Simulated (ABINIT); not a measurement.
# MgS (F-43m) in ABINIT: notebook

One crystal, MgS, is run at these levels: LDA; tasks: phonons and Raman activities, phonon dispersion.

Everything below comes from runs of ABINIT 10.8.3 (patched build). Logs are shortened: lines on timing, memory, paths and dates and some standing lists are left out, and cuts for length are marked. The log counts tension as positive stress, the text compression.

## 1. Starting point

It takes space group F-43m (No. 216, cubic). Conventional cell: a = 5.666 Å, b = 5.666 Å, c = 5.666 Å, α = 90.00°, β = 90.00°, γ = 90.00°. S (site symmetry -43m) has 4 Mg at 2.45 Å as nearest neighbours. Around Mg (site symmetry -43m) lie 4 S at 2.45 Å.

The cell comes from a database or a generator and needn't be the stable form of this composition.

## 2. Phonons and Raman activities, LDA (cell relaxed at zero pressure by an earlier run)

run.abi

```
# Datasets
ndtset 5

# Pseudopotentials
pp_dirpath "./"
pseudos "S.hgh, Mg.hgh"

# Structure
acell 7.4311469427 7.4311469427 7.4311469427
rprim
     0.0000000000     0.7071067812     0.7071067812
     0.7071067812     0.0000000000     0.7071067812
     0.7071067812     0.7071067812     0.0000000000
ntypat 2
znucl 16 12
natom 2
typat 1 2
chkprim 0
chksymtnons 0
tolsym 1.0e-6
xred
            1/4            1/4            1/4
            0.0            0.0            0.0

# Plane-wave basis
ecut 28.0
ecutsm 0.5

# k points
ngkpt 4 4 4
nshiftk 4
shiftk
     0.5000000000     0.5000000000     0.5000000000
     0.5000000000     0.0000000000     0.0000000000
     0.0000000000     0.5000000000     0.0000000000
     0.0000000000     0.0000000000     0.5000000000

# Exchange and correlation
ixc 7

# Bands and occupations
nband 4
occopt 1

# SCF cycle
nstep 80
diemac 6.0

# Output
prteig 0
prtebands 0

# Dataset 1: ground state
kptopt1 1
tolvrs1 1.0e-14
prtden1 1

# Dataset 2: wave functions on half the zone
kptopt2 2
iscf2 -2
getden2 1
getwfk2 1
tolwfr2 1.0e-20

# Dataset 3: derivatives by k
kptopt3 2
iscf3 -3
getwfk3 2
rfelfd3 2
rfdir3 1 1 1
tolwfr3 1.0e-20
nqpt3 1
qpt3 0.0 0.0 0.0

# Dataset 4: first-order response to field and displacements
kptopt4 2
getwfk4 2
getddk4 3
rfelfd4 3
rfphon4 1
rfatpol4 1 2
rfdir4 1 1 1
prtden4 1
prepanl4 1
tolvrs4 1.0e-11
nqpt4 1
qpt4 0.0 0.0 0.0

# Dataset 5: third-order energies
optdriver5 5
kptopt5 2
getden5 1
get1den5 4
getwfk5 2
get1wf5 4
d3e_pert1_elfd5 1
d3e_pert1_phon5 1
d3e_pert1_atpol5 1 2
d3e_pert1_dir5 1 1 1
d3e_pert2_elfd5 1
d3e_pert2_dir5 1 1 1
d3e_pert3_elfd5 1
d3e_pert3_dir5 1 1 1
```

mrgddb.in

```
merged_DDB
MgS
2
runo_DS4_DDB
runo_DS5_DDB
```

anaddb.abi

```
ddb_filepath "merged_DDB"
output_file "anaddb.abo"
outdata_prefix "ana"
asr 1
chneut 1
dieflag 1
nlflag 1
alphon 1
ramansr 1
prtmbm 0
nfreq 1
frmin 0.0
frmax 0.0
nph1l 1
qph1l 0.0 0.0 0.0 1.0
nph2l 1
qph2l 0.0 0.0 1.0 0.0
```

Potentials or basis: HGH LDA.

Launch:

```bash
$ abinit run.abi > log 2>&1
$ mrgddb < mrgddb.in > mrgddb.log 2>&1
$ anaddb anaddb.abi > anaddb.log 2>&1
```

run.abo:

```text
.Version 10.8.3 of ABINIT
 DATASET    1 : space group F-4 3 m (#216); Bravais cF (face-center cubic)
================================================================================
 Values of the parameters that define the memory need for DATASET  1.
     intxc =       0    ionmov =       0      iscf =       7    lmnmax =       3
     lnmax =       3     mgfft =      36  mpssoang =       2    mqgrid =    3001
     natom =       2  nloc_mem =       1    nspden =       1   nspinor =       1
    nsppol =       1      nsym =      24    n1xccc =       0    ntypat =       2
    occopt =       1   xclevel =       1
       mpw =        2059          nfft =       46656          nkpt =          10
================================================================================
================================================================================
 DATASET    2 : space group F-4 3 m (#216); Bravais cF (face-center cubic)
================================================================================
 Values of the parameters that define the memory need for DATASET  2.
     intxc =       0    ionmov =       0      iscf =      -2    lmnmax =       3
     lnmax =       3     mgfft =      36  mpssoang =       2    mqgrid =    3001
     natom =       2  nloc_mem =       1    nspden =       1   nspinor =       1
    nsppol =       1      nsym =      24    n1xccc =       0    ntypat =       2
    occopt =       1   xclevel =       1
       mpw =        2059          nfft =       46656          nkpt =         128
================================================================================
================================================================================
 DATASET    3 : space group F-4 3 m (#216); Bravais cF (face-center cubic)
================================================================================
 Values of the parameters that define the memory need for DATASET  3 (RF).
     intxc =       0      iscf =      -3    lmnmax =       3     lnmax =       3
     mgfft =      36  mpssoang =       2    mqgrid =    3001     natom =       2
  nloc_mem =       1    nspden =       1   nspinor =       1    nsppol =       1
      nsym =      24    n1xccc =       0    ntypat =       2    occopt =       1
   xclevel =       1
      nfft =       46656          nkpt =         128
================================================================================
================================================================================
 DATASET    4 : space group F-4 3 m (#216); Bravais cF (face-center cubic)
================================================================================
 Values of the parameters that define the memory need for DATASET  4 (RF).
     intxc =       0      iscf =       7    lmnmax =       3     lnmax =       3
     mgfft =      36  mpssoang =       2    mqgrid =    3001     natom =       2
  nloc_mem =       1    nspden =       1   nspinor =       1    nsppol =       1
      nsym =      24    n1xccc =       0    ntypat =       2    occopt =       1
   xclevel =       1
      nfft =       46656          nkpt =         128
================================================================================
================================================================================
 DATASET    5 : space group F-4 3 m (#216); Bravais cF (face-center cubic)
================================================================================
 Values of the parameters that define the memory need for DATASET  5.
     intxc =       0    ionmov =       0      iscf =       7    lmnmax =       3
     lnmax =       3     mgfft =      36  mpssoang =       2    mqgrid =    3001
     natom =       2  nloc_mem =       1    nspden =       1   nspinor =       1
    nsppol =       1      nsym =      24    n1xccc =       0    ntypat =       2
    occopt =       1   xclevel =       1
       mpw =        2059          nfft =       46656          nkpt =         128
================================================================================
================================================================================
--------------------------------------------------------------------------------
------------- Echo of variables that govern the present computation ------------
--------------------------------------------------------------------------------
 -outvars: echo values of preprocessed input variables --------
            acell      7.4311469427E+00  7.4311469427E+00  7.4311469427E+00 Bohr
              amu      3.20660000E+01  2.43050000E+01
          chkprim           0
      chksymtnons           0
           diemac      6.00000000E+00
   d3e_pert1_elfd1          0
   d3e_pert1_elfd2          0
   d3e_pert1_elfd3          0
   d3e_pert1_elfd4          0
   d3e_pert1_elfd5          1
   d3e_pert1_phon1          0
   d3e_pert1_phon2          0
   d3e_pert1_phon3          0
   d3e_pert1_phon4          0
   d3e_pert1_phon5          1
   d3e_pert2_elfd1          0
   d3e_pert2_elfd2          0
   d3e_pert2_elfd3          0
[... 826 lines left out ...]
dimensions: {natom: 2, nkpt: 128, mband: 4, nsppol: 1, nspinor: 1, nspden: 1, mpw: 2059, }
cutoff_energies: {ecut:  28.0, pawecutdg:  -1.0, }
electrons: {nelect:   8.00000000E+00, charge:   0.00000000E+00, occopt:   1.00000000E+00, tsmear:   1.00000000E-02, }
meta: {optdriver: 5, }
...
 mkfilename : getwfk/=0, take file _WFK from output of DATASET   2.
 mkfilename : get1wf/=0, take file _1WF from output of DATASET   4.
 mkfilename : getden/=0, take file _DEN from output of DATASET   1.
 mkfilename : get1den/=0, take file _DEN from output of DATASET   4.
 Exchange-correlation functional for the present dataset will be:
  LDA: Perdew-Wang 92 LSD fit to Ceperley-Alder data - ixc=7
  J.P.Perdew and Y.Wang, PRB 45, 13244 (1992)
 The list of irreducible elements of the Raman and non-linear
 optical susceptibility tensors is:
            i1pert  i1dir   i2pert  i2dir   i3pert  i3dir
     1)       1       1       4       1       4       1
     2)       1       1       4       1       4       2
     3)       1       1       4       2       4       1
     4)       2       1       4       1       4       1
     5)       2       1       4       1       4       2
     6)       2       1       4       2       4       1
     7)       4       1       1       1       4       1
     8)       4       1       1       1       4       2
     9)       4       1       2       1       4       1
    10)       4       1       2       1       4       2
    11)       4       1       4       1       4       1
    12)       4       1       4       1       4       2
    13)       4       1       4       2       4       1
    14)       4       1       4       2       4       2
    15)       4       1       4       2       4       3
 Real(R)+Recip(G) space primitive vectors, cartesian coordinates (Bohr,Bohr^-1):
 R(1)=  0.0000000  5.2546144  5.2546144  G(1)= -0.0951545  0.0951545  0.0951545
 R(2)=  5.2546144  0.0000000  5.2546144  G(2)=  0.0951545 -0.0951545  0.0951545
 R(3)=  5.2546144  5.2546144  0.0000000  G(3)=  0.0951545  0.0951545 -0.0951545
 Unit cell volume ucvol=  2.9017003E+02 bohr^3
 Angles (23,13,12)=  6.00000000E+01  6.00000000E+01  6.00000000E+01 degrees
 getcut: wavevector=  0.0000  0.0000  0.0000  ngfft=  36  36  36
         ecut(hartree)=     28.000   => boxcut(ratio)=   2.03377
--------------------------------------------------------------------------------
 getshell : finite difference formula of Marzari and Vanderbilt
            (see Marzari and Vanderbilt, PRB 56, 12847 (1997), Appendix B)
            number of first neighbours  :   6
            weight :      883.5511182
 --- Third order energy calculation completed ---
 Matrix of third-order derivatives (reduced coordinates)
 before computing the permutations of the perturbations
     j1       j2       j3              matrix element
  dir pert dir pert dir pert           real part           imaginary part
   1    1   1    4   1    4          5.0569768248          0.0000000000
   1    1   1    4   2    4         -2.5284884023          0.0000000000
   1    1   1    4   3    4         -2.5284884023          0.0000000000
   1    1   2    4   1    4         -2.5284884664          0.0000000000
   1    1   2    4   2    4          0.0000000000          0.0000000000
   1    1   2    4   3    4          0.0000000000          0.0000000000
[... 181 lines left out ...]
   3    4   3    4   2    4         -3.9224930850          0.0000000000
   3    4   3    4   3    4         11.7674787025          0.0000000000
  Non-linear optical susceptibility tensor d (pm/V)
  in cartesian coordinates
   i1dir  i2dir  i3dir             d
      1      1      1          0.000000067
      1      1      2          0.000000033
      1      1      3          0.000000014
      1      2      1          0.000000033
      1      2      2         -0.000000005
      1      2      3          1.159322210
[... 19 lines left out ...]
      3      3      2          0.000000019
      3      3      3          0.000000067
  First-order change in the electronic dielectric
  susceptibility tensor (Bohr^-1)
  induced by an atomic displacement
   atom  displacement
    1          1        0.000000000        0.000000000        0.000000000
                        0.000000000       -0.000000000        0.018945859
                       -0.000000000        0.018945859       -0.000000000
    1          2       -0.000000000        0.000000000        0.018945859
                        0.000000000        0.000000000        0.000000000
                        0.018945859        0.000000000        0.000000000
    1          3        0.000000000        0.018945859        0.000000000
                        0.018945859       -0.000000000        0.000000000
                        0.000000000        0.000000000        0.000000000
    2          1       -0.000000000       -0.000000000       -0.000000000
                       -0.000000000       -0.000000000       -0.018948242
                       -0.000000000       -0.018948242        0.000000000
    2          2        0.000000000       -0.000000000       -0.018948243
                       -0.000000000       -0.000000000       -0.000000000
                       -0.018948243       -0.000000000       -0.000000000
    2          3       -0.000000000       -0.018948243       -0.000000000
                       -0.018948243       -0.000000000       -0.000000000
                       -0.000000000       -0.000000000       -0.000000000
== END DATASET(S) ==============================================================
================================================================================
 -outvars: echo values of variables after computation  --------
            acell      7.4311469427E+00  7.4311469427E+00  7.4311469427E+00 Bohr
           etotal1    -1.1246418478E+01
           etotal3    -8.0517198249E+00
           etotal4    -7.8285931019E+01
           etotal5     0.0000000000E+00
            fcart1    -0.0000000000E+00 -0.0000000000E+00 -0.0000000000E+00
                      -0.0000000000E+00 -0.0000000000E+00 -0.0000000000E+00
            fcart4     0.0000000000E+00  0.0000000000E+00  0.0000000000E+00
                       0.0000000000E+00  0.0000000000E+00  0.0000000000E+00
            fcart5     0.0000000000E+00  0.0000000000E+00  0.0000000000E+00
                       0.0000000000E+00  0.0000000000E+00  0.0000000000E+00
            rprim      0.0000000000E+00  7.0710678120E-01  7.0710678120E-01
                       7.0710678120E-01  0.0000000000E+00  7.0710678120E-01
                       7.0710678120E-01  7.0710678120E-01  0.0000000000E+00
           strten1    -1.8915626126E-07 -1.8915626126E-07 -1.8915626126E-07
                       0.0000000000E+00  0.0000000000E+00  0.0000000000E+00
           strten4     0.0000000000E+00  0.0000000000E+00  0.0000000000E+00
                       0.0000000000E+00  0.0000000000E+00  0.0000000000E+00
           strten5     0.0000000000E+00  0.0000000000E+00  0.0000000000E+00
                       0.0000000000E+00  0.0000000000E+00  0.0000000000E+00
           xangst      1.3903110941E+00  1.3903110941E+00  1.3903110941E+00
                       0.0000000000E+00  0.0000000000E+00  0.0000000000E+00
             xred      2.5000000000E-01  2.5000000000E-01  2.5000000000E-01
                       0.0000000000E+00  0.0000000000E+00  0.0000000000E+00
 Calculation completed.
```

Wall time 3.3 min (1 thread of Arm Neoverse V2, shared host); peak memory 0.12 GiB.

Results:

```
Free energy                                             : -306.0306 eV
Pressure                                                : 0.0 GPa
Electronic dielectric tensor (diagonal)                 : 4.16
Highest phonon frequency at Γ, LO-TO splitting left out : 334 cm⁻¹
Largest nonlinear optical coefficient d                 : 1.2 pm/V
Largest electro-optic coefficient r                     : 0.6 pm/V
Static dielectric tensor (diagonal)                     : 6.78
```

Phonon frequencies in cm⁻¹ (negative: imaginary):
```
              q point        frequencies
(0.000, 0.000, 0.000)  0 0 0 334 334 334
```

Electronic dielectric tensor:
```
4.16 0.00 0.00
0.00 4.16 0.00
0.00 0.00 4.16
```

Nonlinear optical coefficients d (pm/V; rows x, y, z; Voigt columns):
```
    0.0     0.0     0.0     1.2     0.0     0.0
    0.0     0.0     0.0     0.0     1.2     0.0
    0.0     0.0     0.0     0.0     0.0     1.2
```

Electro-optic coefficients r (pm/V; Voigt rows; columns x, y, z):
```
    0.0     0.0     0.0
    0.0     0.0     0.0
    0.0     0.0     0.0
    0.6     0.0     0.0
    0.0     0.6     0.0
    0.0     0.0     0.6
```

Static dielectric tensor, electrons and zone-centre modes:
```
6.78 0.00 0.00
0.00 6.78 0.00
0.00 0.00 6.78
```

Caveat: HGH potentials are hard and often keep d shells in the core, so these values are rough.

(Part 1 of 2 ends here.)
